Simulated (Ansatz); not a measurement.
# Re: what symmetry allows forces and stress to be

```
Re
1.0
     2.76639    0.00000    0.00000
    -1.38319    2.39576    0.00000
     0.00000    0.00000    8.93885
Re
4
Cartesian
  0.0000 0.0000 0.0000
  0.0000 1.7472 2.2347
  0.0000 0.0000 4.4694
  1.3832 0.7986 6.7041
```

The calculation used Ansatz, DFT PBE, scalar-relativistic, plane waves, PAW.

Settings: cutoff 420 eV, Γ-centred mesh 15×15×4 on the computed 4-atom cell, Gaussian smearing of 0.10 eV; no spin polarisation.

This distorted cell has space group Amm2, with 4 operations.

Problem. Without a calculation: in which directions can each atom feel a force?

Solution. A force must be left unchanged by every operation that keeps its atom in place, so it lies in the space that those operations leave fixed. Atoms that the group maps onto each other feel forces of one size.
```csv
atom,site symmetry,operations at the site,equivalent to atom,allowed force (Cartesian)
Re1,.m.,2,1,"in the plane normal to (1.00, 0.00, 0.00)"
Re2,mm2,4,2,"along (0.00, 1.00, 0.00)"
Re3,.m.,2,1,"in the plane normal to (1.00, 0.00, 0.00)"
Re4,mm2,4,4,"along (0.00, 1.00, 0.00)"
```

That leaves 4 independent force components of 12, tied by 1 condition that the forces sum to zero, so 3 remain. A relaxation in this cell that keeps the symmetry moves the atoms in these directions alone.

Problem. And the stress tensor?

Solution. It must be invariant under the point group, which leaves 3 independent components: yz, xz, xy vanish.

Problem. Do the computed values obey this?

Solution. Yes. Forces (eV/Å):
```
Re1  0.000  0.316 -0.047
Re2  0.000 -0.681  0.000
Re3  0.000  0.316  0.047
Re4  0.000  0.049  0.000
```

Stress (GPa, compression positive, xx yy zz yz xz xy): 5.53 2.33 3.33 0.00 0.00 0.00. The program imposes the same operations on density, forces and stress, so this confirms the analysis and is no independent test of the calculation.

Spin–orbit coupling is left out, which can shift energies with elements as heavy as these.